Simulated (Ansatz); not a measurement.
# Convergence notes, G0W0 on AlP (F-43m)

AlP (started from an entry of an open crystallographic database), relaxed with r2SCAN; one-shot G0W0 in Ansatz without spin-orbit coupling. (Simulation; spin polarisation is off.)

```cif
data_structure
_symmetry_space_group_name_H-M 'F-43m'
_symmetry_Int_Tables_number 216
_cell_length_a 5.4785
_cell_length_b 5.4785
_cell_length_c 5.4785
_cell_angle_alpha 90.000
_cell_angle_beta 90.000
_cell_angle_gamma 90.000
_cell_volume 164.43
loop_
_atom_site_label
_atom_site_type_symbol
_atom_site_symmetry_multiplicity
_atom_site_Wyckoff_symbol
_atom_site_fract_x
_atom_site_fract_y
_atom_site_fract_z
_atom_site_occupancy
Al1 Al 4 a 0.00000 0.00000 0.00000 1
P1 P 4 d 0.25000 0.25000 0.75000 1
```

Gaps are read over the mesh points alone. G0W0 values are finite-basis, finite-mesh values.

| start | potentials | frequency model | mesh | empty bands | screening cutoff (eV) | Kohn-Sham gap (eV) | G0W0 gap (eV) | rough cost |
| --- | --- | --- | --- | --- | --- | --- | --- | --- |
| PBE | PAW | contour deformation | 4×4×4 | 66 | 80 | 1.58 | 2.15 | 5 core-seconds |
| PBE | PAW | contour deformation | 4×4×4 | 154 | 140 | 1.58 | 2.29 | 21 core-seconds |
| PBE | PAW | contour deformation | 4×4×4 | 284 | 210 | 1.58 | 2.35 | 90 core-seconds |
| HSE06 | PAW | contour deformation | 4×4×4 | 154 | 140 | 2.29 | 2.63 | 50 core-seconds |
| LDA | PAW | contour deformation | 4×4×4 | 154 | 140 | 1.43 | 2.23 | 22 core-seconds |
| r2SCAN | PAW | contour deformation | 4×4×4 | 154 | 140 | 1.91 | 2.49 | 27 core-seconds |
| PBE | PAW | Godby-Needs pole | 4×4×4 | 154 | 140 | 1.58 | 2.25 | 24 core-seconds |
| PBE | PAW | contour deformation | 6×6×6 | 66 | 80 | 1.60 | 2.19 | 22 core-seconds |
| PBE | norm-conserving | contour deformation | 4×4×4 | 154 | 140 | 1.58 | 2.29 | 29 core-seconds |

Over the mesh points the PBE gap of 1.58 eV becomes a quasiparticle gap of 2.35 eV (Γ to X), a change of +0.77 eV. Renormalisation factors Z lie between 0.74 and 0.79.

Raising bands and cutoff together moves the gap by +0.14 eV (80 to 140 eV), then +0.06 eV (140 to 210 eV); the last step is still large, so the basis limit isn't reached. Starting from HSE06 (2.29 eV against PBE's 1.58 eV) gives 2.63 eV, +0.34 eV from G0W0@PBE at the same screening cutoff. Starting from LDA (1.43 eV against PBE's 1.58 eV) gives 2.23 eV, -0.06 eV from G0W0@PBE at the same screening cutoff. Starting from r2SCAN (1.91 eV against PBE's 1.58 eV) gives 2.49 eV, +0.20 eV from G0W0@PBE at the same screening cutoff. The Godby-Needs plasmon pole differs from contour deformation by -0.04 eV. A 6×6×6 mesh in place of 4×4×4 changes the opening over PBE by +0.02 eV (the gap on the mesh by +0.04 eV, the PBE gap by +0.02 eV). Norm-conserving potentials (wave cutoff 599 eV against 420 eV) shift the quasiparticle gap by 0.00 eV and the PBE gap by 0.00 eV. r2SCAN runs take a wave cutoff of 500 eV.
